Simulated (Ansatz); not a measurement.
## WSe$_{2}$: the gap under strain

WSe$_{2}$, P6_3/mmc, a = 3.230 Å, c = 12.417 Å. Ansatz: PBEsol+D3(BJ), PAW, 420 eV, Γ-centred 12×12×4 mesh on 6 atoms, Gaussian smearing 0.02 eV; no spin polarisation. Series: biaxial strain in the a-b plane, c and atoms relaxed; x is the strain in per cent. The gap is sought over the whole zone.

```
x (%) gap y (eV)
 -4.5           ?
 -3.0       0.700
 -1.5       0.686
  0.0       0.672
  1.5       0.667
  3.0       0.676
  4.5       0.607
```

Problem. Fit y = E0 + c1 x + c2 x² to the other rows, give the deformation potential for this strain, and predict the missing gap.

Solution. Least squares on the rows shown. y = 0.6839 − 0.007345 x − 0.001452 x². The deformation potential is 100 c1 = -0.73 eV per unit strain. With a term in x³ added, the coefficient of x becomes 0.002608, 136 % less, which shows how far this figure hangs on the form. At x = -4.5 the fit asked for gives 0.688 eV. The run gave 0.596 eV, so the fit is 0.092 eV too high, 88 % of the span of the series, against an rms of 0.014 eV on the fitted rows. The row lies outside the fitted range. With a term in x³ added, a fit to the same known rows predicts 0.775 eV, further off still. The records add, with no proof that it causes the miss: this run shares the points of its band edges only with the row at -3.0 %; in the others an edge lies at another point of the zone, so the fit mostly follows another valley.

Spin-orbit coupling is left out, which matters for the bands of heavy elements. Semilocal functionals give gaps under the measured ones; changes of the gap mostly carry over better.